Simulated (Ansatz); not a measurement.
Stackings of close-packed layers of LiCl (capitals for Li, lower case for the other element), each relaxed to a stress under 0.05 GPa; energies count from the stacking AcBaCb (Fm-3m).

The calculation used DFT PBE, scalar-relativistic, plane waves, PAW (Ansatz 0.2.0).

Plane waves to 420 eV, a k mesh through Γ of 9×9×3 on the computed 8-atom cell and Gaussian smearing (0.02 eV); no spin polarisation.

Start (AcBcAbCb):

```xyz
8
Lattice="3.6418 0.0000 0.0000 -1.8209 3.1539 0.0000 0.0000 0.0000 11.8941" Properties=species:S:1:pos:R:3 pbc="T T T"
Li    0.0000    0.0000    0.0000
Cl    1.8209    1.0513    1.4868
Li    0.0000    2.1026    2.9735
Cl    1.8209    1.0513    4.4603
Li    0.0000    0.0000    5.9470
Cl    0.0000    2.1026    7.4338
Li    1.8209    1.0513    8.9205
Cl    0.0000    2.1026   10.4073
```

Give the relaxed structure and its energy.

The free energy falls by 27 meV/atom.

* excess energy (meV/atom): 51.8
* spacing of like layers (Å): 3.127
* a (Å): 3.604
* gap on the mesh (eV): 5.71

Relaxed structure:
```xyz
8
Lattice="3.6043 0.0000 0.0000 -1.8022 3.1215 0.0000 0.0000 0.0000 12.5071" Properties=species:S:1:pos:R:3 pbc="T T T"
Li    0.0000    0.0000    0.0000
Cl    1.8022    1.0405    1.4942
Li    0.0000    2.0810    3.1268
Cl    1.8022    1.0405    4.7593
Li    0.0000    0.0000    6.2536
Cl    0.0000    2.0810    7.7478
Li    1.8022    1.0405    9.3803
Cl    0.0000    2.0810   11.0129
```

An odd mesh misses points on the zone edge, so a gap read on it can be too wide.

Time: 31 s on 1 thread of Intel(R) Xeon(R) Platinum 8375C CPU @ 2.90GHz (Ice Lake), with other jobs on the host, peak memory 0.45 GiB.